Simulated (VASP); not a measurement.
# CdS (Hawleyite) (F-43m) in VASP: further runs

Runs on CdS (Hawleyite). Level: PBEsol. Tasks: single point.

Everything below comes from runs of VASP 6.6.1. Logs are shortened: lines on timing, memory, paths and dates and some standing lists are left out, and cuts for length are marked.

## 1. Starting point

It takes space group F-43m (No. 216, cubic). The conventional cell has a = 5.833 Å, b = 5.833 Å, c = 5.833 Å, α = 90.00°, β = 90.00°, γ = 90.00°. Around Cd (site symmetry -43m) lie 4 S at 2.53 Å. S (site symmetry -43m) has 4 Cd at 2.53 Å as nearest neighbours.

## 2. Single point, PBEsol, spin-orbit coupling, no magnetisation

Contents of INCAR:

```
PREC     = Accurate       # precision mode
ENCUT    = 600            # plane-wave cutoff, eV
EDIFF    = 1E-7           # SCF threshold, eV
ISMEAR   = 0              # smearing method
SIGMA    = 0.02           # smearing width, eV
LREAL    = False          # projectors in reciprocal space
LASPH    = True           # aspherical terms in the spheres
NELM     = 100            # most SCF steps
ALGO     = Normal         # electronic algorithm
ISIF     = 2              # what is computed and relaxed
LWAVE    = False          # write WAVECAR
LCHARG   = False          # write CHGCAR
MAGMOM   = 0 0 0 0 0 0    # initial moments
LORBIT   = 11             # projections on sites
LSORBIT  = True           # spin-orbit coupling
GGA_COMPAT= False        
GGA      = PS             # functional
NBANDS   = 34             # bands
```

Contents of KPOINTS:

```
regular mesh
0
Gamma
  8 8 8
```

Contents of POSCAR:

```
CdS
1.0
    0.0000000000      2.9165000000      2.9165000000
    2.9165000000      0.0000000000      2.9165000000
    2.9165000000      2.9165000000      0.0000000000
Cd S
1 1
Direct
    0.0000000000      0.0000000000      0.0000000000
    0.7500000000      0.7500000000      0.7500000000
```

Potentials or basis: VASP PAW PBE potentials, release 64 (Cd, S).

Started as:

```sh
$ cat potpaw_PBE.64/Cd/POTCAR potpaw_PBE.64/S/POTCAR > POTCAR
$ mpirun -np 1 vasp_ncl > vasp.out
```

OUTCAR:

```text
PREC = Accurate
   ENCUT = 600
   EDIFF = 1E-7
   ISMEAR = 0
   LREAL = False
   LASPH = True
   NELM = 100
   ISIF = 2
   LORBIT = 11
   LSORBIT = True
   GGA = PS

 Found     43 irreducible k-points:

 Following reciprocal coordinates:
            Coordinates               Weight
  0.000000  0.000000  0.000000      1.000000
  0.125000  0.000000  0.000000      4.000000
 -0.125000  0.000000  0.000000      4.000000
  0.250000  0.000000  0.000000      4.000000
 -0.250000  0.000000  0.000000      4.000000
  0.375000  0.000000  0.000000      4.000000
   k-points           NKPTS =     43   k-points in BZ     NKDIM =     43   number of bands    NBANDS=     34
   number of dos      NEDOS =    301   number of ions     NIONS =      2
   total plane-waves  NPLWV =  46656
   dimension x,y,z NGX =    36 NGY =   36 NGZ =   36
   dimension x,y,z NGXF=    72 NGYF=   72 NGZF=   72
   ions per type =               1   1
   NGX,Y,Z   is equivalent  to a cutoff of  14.51, 14.51, 14.51 a.u.
   NGXF,Y,Z  is equivalent  to a cutoff of  29.02, 29.02, 29.02 a.u.
 SYSTEM =  unknown system
   PREC   = accura    normal or accurate (medium, high low for compatibility)
   ISTART =      0    job   : 0-new  1-cont  2-samecut
   ICHARG =      2    charge: 1-file 2-atom 10-const
   ISPIN  =      1    spin polarized calculation?
   LNONCOLLINEAR =      T non collinear calculations
   LSORBIT =      T    spin-orbit coupling
   LASPH  =      T    aspherical Exc in radial PAW
   ENCUT  =  600.0 eV  44.10 Ry    6.64 a.u.   8.24  8.24  8.24*2*pi/ulx,y,z
   NELM   =    100;   NELMIN=  2; NELMDL= -5     # of ELM steps
   EDIFF  = 0.1E-06   stopping-criterion for ELM
   LREAL  =      F    real-space projection
   EDIFFG = 0.1E-05   stopping-criterion for IOM
   NSW    =      0    number of steps for IOM
   IBRION =     -1    ionic relax: 0-MD 1-quasi-New 2-CG
[... 8 lines left out ...]
   EMIN   =  10.00;   EMAX   =-10.00  energy-range for DOS
   EFERMI =   0.00;   METHOD = LEGACY
   ISMEAR =     0;   SIGMA  =   0.02  broadening in eV -4-tet -1-fermi 0-gaus
   EFERMI_NEDOS =   21; number of points for ismear=-14 and -15
   IALGO  =     38    algorithm
   IMIX   =      4    mixing-type and parameters
     AMIX     =   0.40;   BMIX     =  1.00
     AMIX_MAG =   1.60;   BMIX_MAG =  1.00
  volume/ion in A,a.u.               =      24.81       167.41
  Fermi-wavevector in a.u.,A,eV,Ry     =   1.167599  2.206442 18.548649  1.363287
  Thomas-Fermi vector in A             =   2.304097
   LORBIT       =     11    0 simple, 1 ext, 2 COOP (PROOUT), +10 PAW based schemes
   GGA     = PS    functional components
   LHFCALC =     F    Hartree Fock is set to
   AEXX    =    0.0000 exact exchange contribution
   IVDW    =     0    specifies the selected vdW correction
   LEPSILON=     F    determine dielectric tensor
   LRPA    =     F    only Hartree local field effects (RPA)
[... 245 lines left out ...]
  energy-cutoff  :      600.00
  volume of cell :       49.62
      direct lattice vectors                 reciprocal lattice vectors
     0.000000000  2.916500000  2.916500000    -0.171438368  0.171438368  0.171438368
     2.916500000  0.000000000  2.916500000     0.171438368 -0.171438368  0.171438368
     2.916500000  2.916500000  0.000000000     0.171438368  0.171438368 -0.171438368

 POSITION                                       TOTAL-FORCE (eV/Angst)
 -----------------------------------------------------------------------------------
      0.00000      0.00000      0.00000        -0.000000     -0.000000     -0.000000
      4.37475      4.37475      4.37475         0.000000      0.000000      0.000000
 -----------------------------------------------------------------------------------
    total drift:                                0.000000      0.000000      0.000000

  FREE ENERGIE OF THE ION-ELECTRON SYSTEM (eV)
  ---------------------------------------------------
  free  energy   TOTEN  =        -6.8434492207 eV

  energy  without entropy=       -6.8434492207  energy(sigma->0) =       -6.84344922

 Spin-Orbit-Coupling matrix elements

 Ion:    1  E_soc:     -0.0576016
 l=   1
     0.0000000    -0.0025358    -0.0025358
    -0.0025358     0.0000000    -0.0025358
    -0.0025358    -0.0025358     0.0000000
 l=   2
     0.0000000    -0.0014417     0.0000000    -0.0014417    -0.0056228
    -0.0014417     0.0000000    -0.0042171    -0.0014417    -0.0014057
     0.0000000    -0.0042171     0.0000000    -0.0042171     0.0000000
    -0.0014417    -0.0014417    -0.0042171     0.0000000    -0.0014057
    -0.0056228    -0.0014057     0.0000000    -0.0014057     0.0000000
 l=   3
     0.0000000     0.0000000     0.0000000     0.0000000     0.0000000     0.0000000     0.0000000
     0.0000000     0.0000000     0.0000000     0.0000000     0.0000000     0.0000000     0.0000000
     0.0000000     0.0000000     0.0000000     0.0000000     0.0000000     0.0000000     0.0000000
     0.0000000     0.0000000     0.0000000     0.0000000     0.0000000     0.0000000     0.0000000
     0.0000000     0.0000000     0.0000000     0.0000000     0.0000000     0.0000000     0.0000000
     0.0000000     0.0000000     0.0000000     0.0000000     0.0000000     0.0000000     0.0000000
     0.0000000     0.0000000     0.0000000     0.0000000     0.0000000     0.0000000     0.0000000

 Ion:    2  E_soc:     -0.0021377
 l=   1
     0.0000000    -0.0003563    -0.0003563
    -0.0003563     0.0000000    -0.0003563
    -0.0003563    -0.0003563     0.0000000
 l=   2
     0.0000000     0.0000000     0.0000000     0.0000000     0.0000000
     0.0000000     0.0000000     0.0000000     0.0000000     0.0000000
     0.0000000     0.0000000     0.0000000     0.0000000     0.0000000
     0.0000000     0.0000000     0.0000000     0.0000000     0.0000000
     0.0000000     0.0000000     0.0000000     0.0000000     0.0000000
 l=   3
     0.0000000     0.0000000     0.0000000     0.0000000     0.0000000     0.0000000     0.0000000
     0.0000000     0.0000000     0.0000000     0.0000000     0.0000000     0.0000000     0.0000000
     0.0000000     0.0000000     0.0000000     0.0000000     0.0000000     0.0000000     0.0000000
     0.0000000     0.0000000     0.0000000     0.0000000     0.0000000     0.0000000     0.0000000
     0.0000000     0.0000000     0.0000000     0.0000000     0.0000000     0.0000000     0.0000000
     0.0000000     0.0000000     0.0000000     0.0000000     0.0000000     0.0000000     0.0000000
     0.0000000     0.0000000     0.0000000     0.0000000     0.0000000     0.0000000     0.0000000

 total charge

# of ion       s       p       d       tot
------------------------------------------
    1        0.432   0.333   9.561  10.325
    2        1.318   2.374   0.000   3.692
--------------------------------------------------
tot          1.749   2.706   9.561  14.017

 magnetization (x)

# of ion       s       p       d       tot
------------------------------------------
    1        0.000   0.000  -0.000   0.000
    2        0.000   0.000   0.000   0.000
--------------------------------------------------
tot          0.000   0.000  -0.000   0.000

 magnetization (y)

# of ion       s       p       d       tot
------------------------------------------
    1        0.000   0.000   0.000   0.000
    2        0.000  -0.000   0.000  -0.000
--------------------------------------------------
tot          0.000  -0.000   0.000  -0.000

 magnetization (z)

# of ion       s       p       d       tot
------------------------------------------
    1        0.000   0.000   0.000   0.000
    2        0.000   0.000   0.000   0.000
--------------------------------------------------
tot          0.000   0.000   0.000   0.000
```

It took 2.5 min on 1 thread of Intel Xeon Platinum 8488C (Sapphire Rapids), shared host; peak memory 0.44 GiB.

The run converged, but some of its settings lie outside the range that counts as converged, so its numbers aren't taken as properties of the crystal.

What came out:

* Free energy: -6.8434 eV
* Pressure: 0.0 GPa
* Valence electrons inside the program's atomic spheres: Cd 10.32; S 3.69

Caveat: the PAW data sets were made with another functional, which shifts forces and pressure a little.

## 3. Single point, PBEsol, spin-orbit coupling, no magnetisation

Changes to INCAR since step 2:

```diff
@@ -1,3 +1,3 @@
 PREC     = Accurate       # precision mode
-ENCUT    = 600            # plane-wave cutoff, eV
+ENCUT    = 350            # plane-wave cutoff, eV
 EDIFF    = 1E-7           # SCF threshold, eV
```

Contents of KPOINTS:

```
regular mesh
0
Gamma
  10 10 10
```

POSCAR is that of step 2.

Potentials or basis: VASP PAW PBE potentials, release 64 (Cd, S).

Started as:

```sh
$ cat potpaw_PBE.64/Cd/POTCAR potpaw_PBE.64/S/POTCAR > POTCAR
$ mpirun -np 1 vasp_ncl > vasp.out
```

Wall time 1.7 min (1 thread of Intel Xeon Platinum 8488C (Sapphire Rapids), shared host); peak memory 0.29 GiB.

These settings aren't checked as converged: the numbers below hold their error.

What came out:

```
Free energy                                           : -6.8412 eV
Pressure                                              : -0.3 GPa
Valence electrons inside the program's atomic spheres : Cd 10.31; S 3.69
```

Caveat: the PAW data sets were made with another functional, which shifts forces and pressure a little.

## 4. Single point, PBEsol, spin-orbit coupling, no magnetisation

Changes to INCAR since step 3:

```diff
@@ -1,3 +1,3 @@
 PREC     = Accurate       # precision mode
-ENCUT    = 350            # plane-wave cutoff, eV
+ENCUT    = 250            # plane-wave cutoff, eV
 EDIFF    = 1E-7           # SCF threshold, eV
```

Contents of KPOINTS:

```
regular mesh
0
Gamma
  5 5 5
```

POSCAR is that of step 3.

Potentials or basis: VASP PAW PBE potentials, release 64 (Cd, S).

Started as:

```sh
$ cat potpaw_PBE.64/Cd/POTCAR potpaw_PBE.64/S/POTCAR > POTCAR
$ mpirun -np 1 vasp_ncl > vasp.out
```

OUTCAR:

```text
PREC = Accurate
   ENCUT = 250
   EDIFF = 1E-7
   ISMEAR = 0
   LREAL = False
   LASPH = True
   NELM = 100
   ISIF = 2
   LORBIT = 11
   LSORBIT = True
   GGA = PS

 Found     14 irreducible k-points:

 Following reciprocal coordinates:
            Coordinates               Weight
  0.000000  0.000000  0.000000      1.000000
  0.200000  0.000000  0.000000      4.000000
 -0.200000  0.000000  0.000000      4.000000
  0.400000  0.000000  0.000000      4.000000
 -0.400000  0.000000  0.000000      4.000000
  0.200000  0.200000  0.000000      6.000000
   k-points           NKPTS =     14   k-points in BZ     NKDIM =     14   number of bands    NBANDS=     34
   number of dos      NEDOS =    301   number of ions     NIONS =      2
   total plane-waves  NPLWV =  13824
   dimension x,y,z NGX =    24 NGY =   24 NGZ =   24
   dimension x,y,z NGXF=    48 NGYF=   48 NGZF=   48
   ions per type =               1   1
   NGX,Y,Z   is equivalent  to a cutoff of   9.67,  9.67,  9.67 a.u.
   NGXF,Y,Z  is equivalent  to a cutoff of  19.35, 19.35, 19.35 a.u.
 SYSTEM =  unknown system
   PREC   = accura    normal or accurate (medium, high low for compatibility)
   ISTART =      0    job   : 0-new  1-cont  2-samecut
   ICHARG =      2    charge: 1-file 2-atom 10-const
   ISPIN  =      1    spin polarized calculation?
   LNONCOLLINEAR =      T non collinear calculations
   LSORBIT =      T    spin-orbit coupling
   LASPH  =      T    aspherical Exc in radial PAW
   ENCUT  =  250.0 eV  18.37 Ry    4.29 a.u.   5.32  5.32  5.32*2*pi/ulx,y,z
   NELM   =    100;   NELMIN=  2; NELMDL= -5     # of ELM steps
   EDIFF  = 0.1E-06   stopping-criterion for ELM
   LREAL  =      F    real-space projection
   EDIFFG = 0.1E-05   stopping-criterion for IOM
   NSW    =      0    number of steps for IOM
   IBRION =     -1    ionic relax: 0-MD 1-quasi-New 2-CG
[... 8 lines left out ...]
   EMIN   =  10.00;   EMAX   =-10.00  energy-range for DOS
   EFERMI =   0.00;   METHOD = LEGACY
   ISMEAR =     0;   SIGMA  =   0.02  broadening in eV -4-tet -1-fermi 0-gaus
   EFERMI_NEDOS =   21; number of points for ismear=-14 and -15
   IALGO  =     38    algorithm
   IMIX   =      4    mixing-type and parameters
     AMIX     =   0.40;   BMIX     =  1.00
[... 265 lines left out ...]
 -----------------------------------------------------------------------------------
    total drift:                               -0.000001     -0.000001     -0.000001

  FREE ENERGIE OF THE ION-ELECTRON SYSTEM (eV)
  ---------------------------------------------------
  free  energy   TOTEN  =        -6.7968000895 eV

  energy  without entropy=       -6.7968000895  energy(sigma->0) =       -6.79680009

 Spin-Orbit-Coupling matrix elements

 Ion:    1  E_soc:     -0.0534208
 l=   1
     0.0000000    -0.0025449    -0.0025449
    -0.0025449     0.0000000    -0.0025449
    -0.0025449    -0.0025449     0.0000000
 l=   2
     0.0000000    -0.0013001     0.0000000    -0.0013001    -0.0050584
    -0.0013001     0.0000000    -0.0037938    -0.0013001    -0.0012646
     0.0000000    -0.0037938     0.0000000    -0.0037938     0.0000000
    -0.0013001    -0.0013001    -0.0037938     0.0000000    -0.0012646
    -0.0050584    -0.0012646     0.0000000    -0.0012646     0.0000000
 l=   3
     0.0000000     0.0000000     0.0000000     0.0000000     0.0000000     0.0000000     0.0000000
     0.0000000     0.0000000     0.0000000     0.0000000     0.0000000     0.0000000     0.0000000
     0.0000000     0.0000000     0.0000000     0.0000000     0.0000000     0.0000000     0.0000000
     0.0000000     0.0000000     0.0000000     0.0000000     0.0000000     0.0000000     0.0000000
     0.0000000     0.0000000     0.0000000     0.0000000     0.0000000     0.0000000     0.0000000
     0.0000000     0.0000000     0.0000000     0.0000000     0.0000000     0.0000000     0.0000000
     0.0000000     0.0000000     0.0000000     0.0000000     0.0000000     0.0000000     0.0000000

 Ion:    2  E_soc:     -0.0020784
 l=   1
     0.0000000    -0.0003464    -0.0003464
    -0.0003464     0.0000000    -0.0003464
    -0.0003464    -0.0003464     0.0000000
 l=   2
     0.0000000     0.0000000     0.0000000     0.0000000     0.0000000
     0.0000000     0.0000000     0.0000000     0.0000000     0.0000000
     0.0000000     0.0000000     0.0000000     0.0000000     0.0000000
     0.0000000     0.0000000     0.0000000     0.0000000     0.0000000
     0.0000000     0.0000000     0.0000000     0.0000000     0.0000000
 l=   3
     0.0000000     0.0000000     0.0000000     0.0000000     0.0000000     0.0000000     0.0000000
     0.0000000     0.0000000     0.0000000     0.0000000     0.0000000     0.0000000     0.0000000
     0.0000000     0.0000000     0.0000000     0.0000000     0.0000000     0.0000000     0.0000000
     0.0000000     0.0000000     0.0000000     0.0000000     0.0000000     0.0000000     0.0000000
     0.0000000     0.0000000     0.0000000     0.0000000     0.0000000     0.0000000     0.0000000
     0.0000000     0.0000000     0.0000000     0.0000000     0.0000000     0.0000000     0.0000000
     0.0000000     0.0000000     0.0000000     0.0000000     0.0000000     0.0000000     0.0000000

 total charge

# of ion       s       p       d       tot
------------------------------------------
    1        0.431   0.333   9.582  10.346
    2        1.319   2.404   0.000   3.723
--------------------------------------------------
tot          1.749   2.738   9.582  14.069

 magnetization (x)

# of ion       s       p       d       tot
------------------------------------------
    1       -0.000   0.000   0.000   0.000
    2        0.000   0.000   0.000   0.000
--------------------------------------------------
tot         -0.000   0.000   0.000   0.000

 magnetization (y)

# of ion       s       p       d       tot
------------------------------------------
    1        0.000   0.000   0.000   0.000
    2        0.000   0.000   0.000   0.000
--------------------------------------------------
tot          0.000   0.000   0.000   0.000

 magnetization (z)

# of ion       s       p       d       tot
------------------------------------------
    1       -0.000   0.000  -0.000  -0.000
    2       -0.000  -0.000   0.000  -0.000
--------------------------------------------------
tot         -0.000  -0.000  -0.000  -0.000
```

OSZICAR:

```text
N       E                     dE             d eps       ncg     rms          rms(c)
DAV:   1     0.710769372667E+02    0.71077E+02   -0.58920E+03  1040   0.543E+02
DAV:   2    -0.444872895683E+01   -0.75526E+02   -0.72817E+02  1126   0.183E+02
DAV:   3    -0.728661125867E+01   -0.28379E+01   -0.28209E+01  1120   0.349E+01
DAV:   4    -0.730641536023E+01   -0.19804E-01   -0.19799E-01  1094   0.290E+00
DAV:   5    -0.730662645106E+01   -0.21109E-03   -0.21108E-03  1082   0.284E-01    0.728E+00
DAV:   6    -0.681390101388E+01    0.49273E+00   -0.61148E-01  1222   0.112E+01    0.563E+00
DAV:   7    -0.679978639829E+01    0.14115E-01   -0.20437E-01  1142   0.278E+00    0.288E+00
DAV:   8    -0.679745124905E+01    0.23351E-02   -0.20385E-02  1076   0.151E+00    0.364E-01
DAV:   9    -0.679666724559E+01    0.78400E-03   -0.21503E-03  1094   0.649E-01    0.194E-01
DAV:  10    -0.679675024469E+01   -0.82999E-04   -0.38968E-04  1058   0.140E-01    0.701E-02
DAV:  11    -0.679681877943E+01   -0.68535E-04   -0.19532E-04  1038   0.158E-01    0.302E-02
DAV:  12    -0.679679912088E+01    0.19659E-04   -0.45238E-05  1038   0.816E-02    0.775E-03
DAV:  13    -0.679679983561E+01   -0.71474E-06   -0.59256E-06  1082   0.132E-02    0.292E-03
DAV:  14    -0.679680010814E+01   -0.27253E-06   -0.37628E-07  1046   0.473E-03    0.235E-03
DAV:  15    -0.679680008946E+01    0.18686E-07   -0.71675E-08   974   0.246E-03
   1 F= -.67968001E+01 E0= -.67968001E+01  d E =-.106328E-11  mag=     0.0000    -0.0000    -0.0000
```

It took 16 s on 1 thread of Intel Xeon Platinum 8488C (Sapphire Rapids), shared host; peak memory 0.19 GiB.

The run converged, but a check on its numbers failed (symmetry, net force, bounds or a known fault of this set-up), so they aren't taken as properties of the crystal.

Caveat: the k mesh is coarse (spacing up to 0.37 Å⁻¹), so the values aren't converged; the cutoff lies under the usual one of these potentials, so the numbers hold a large basis-set error; the PAW data sets were made with another functional, which shifts forces and pressure a little.

(Continued in part 2 of 2.)
